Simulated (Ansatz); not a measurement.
**La in Ansatz: the effect of functional**

Crystal: La.

```xyz
2
Lattice="3.7500 0.0000 0.0000 -1.8750 3.2476 0.0000 0.0000 0.0000 6.0700" Properties=species:S:1:pos:R:3 pbc="T T T"
La    1.8750    1.0825    4.5525
La    0.0000    2.1651    1.5175
```

This isn't the form of La at room conditions, which is double hcp.

Alike in all runs:

```yaml
Program: Ansatz 0.2.0
Task: projected density of states
Potentials_or_basis: Ansatz PAW
k_mesh: 5 × 5 × 3
Occupations: fermi-dirac, width 0.05 eV
Spin: no spin polarisation
```

```tsv
functional	cutoff	pressure (GPa)
LDA	420 eV (not typed: the program's choice for these potentials)	?
PBE	420 eV (not typed: the program's choice for these potentials)	0.5
PBEsol	420 eV (not typed: the program's choice for these potentials)	-1.6
RPBE	420 eV (not typed: the program's choice for these potentials)	1.9
revPBE	420 eV (not typed: the program's choice for these potentials)	1.5
BLYP	420 eV (not typed: the program's choice for these potentials)	2.7
r2SCAN	500 eV (not typed: the program's choice for these potentials)	0.7
HSE06	420 eV (not typed: the program's choice for these potentials)	1.4
PBE0	420 eV (not typed: the program's choice for these potentials)	1.4
r2SCAN0	500 eV (not typed: the program's choice for these potentials)	1.6
```

Task: What does the run with functional LDA give?

Result: Pressure -2.9 GPa.

Caveats: all runs use coarse meshes; the density of states is complete only up to the lowest level of the last band computed; the PAW data sets come from PBE, with cores solved anew for the run's functional, which leaves a small shift of forces and pressure (some runs); the magnetic or orbital state may not be the lowest (some runs); the thresholds are loose for stress (some runs).
